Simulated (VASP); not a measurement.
Runs of VASP 6.6.1 on FeO (Wuestite). Symmetry: Fm-3m, No. 225, cubic system. The conventional cell has a = 4.311 Å, b = 4.311 Å, c = 4.311 Å, α = 90.00°, β = 90.00°, γ = 90.00°. Fe (site symmetry m-3m) is surrounded by 6 O at 2.16 Å. O (site symmetry m-3m) is surrounded by 6 Fe at 2.16 Å. 

```tsv
level	gap on the mesh (eV)	pressure (GPa)	moment (μB)	relaxed volume (Å³/atom)
PW91	none	0.0	4.00	9.98
r2SCAN	none	0.0	4.00	9.70
rev-vdW-DF2	none	0.0	4.00	(b)
PBEsol	none	0.1	4.00	9.58
AM05	none	0.1	4.00	9.58
RPBE	none	-0.1	4.00	10.31
revPBE	none	0.0	4.00	10.22
SCAN	none	-0.1	4.00	(a)
```

Alike in all rows: task relaxation of cell and atoms; potentials or basis VASP PAW PBE potentials, release 64 (Fe, O); spin collinear, ferromagnetic start; cell relaxed; k mesh 8 × 8 × 8; cutoff (eV) 600; smearing fermi-dirac 0.05 eV.

Fill in the values left out.

(a) 9.62; (b) 9.79.

Caveats: the PAW data sets were made with another functional, which shifts forces and pressure a little; a cell with one magnetic atom can't hold antiferromagnetic order, which such compounds often take; semilocal functionals often make such compounds metallic where correlation or magnetic order opens a gap, which also shifts bond lengths.

A gap of «none» marks a metal or a gap under the smearing width.
